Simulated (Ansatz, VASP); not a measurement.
# HfN in VASP and in Ansatz

```
CELL_PARAMETERS angstrom
3.19280 0.00000 0.00000
1.59640 2.76505 0.00000
1.59640 0.92168 2.60691
ATOMIC_POSITIONS crystal
Hf 0.00000 0.00000 0.00000
N 0.50000 0.50000 0.50000
```

Alike in both runs: functional r2SCAN; dispersion rVV10; k mesh 11 × 11 × 11; no spin polarisation.

Ansatz relaxed the structure, and its values are those at the end. VASP's run is a single point on that final structure, the one shown.

|  | VASP | Ansatz |
| --- | --- | --- |
| version | VASP 6.6.1 | Ansatz 0.2.0 |
| potentials or method | VASP PAW PBE potentials, release 64 (Hf_pv, N) | plane waves, PAW |
| plane-wave cutoff (eV) | 520 | 500 |
| occupations | methfessel-paxton of order 1, width 0.1 eV | cold |
| valence electrons in the cell | 15 | 31 |

Ansatz gave:

| Item | Value |
| --- | --- |
| pressure (GPa) | 0.0 |

Question: Estimate VASP's values.

Answer: Pressure (GPa): -2.0.

The two sets of potentials don't hold the same shells in valence.

Caveats: the PAW data sets were made with another functional, which shifts forces and pressure a little (VASP). The runs have no spin-orbit coupling, so splittings on Hf are missing.
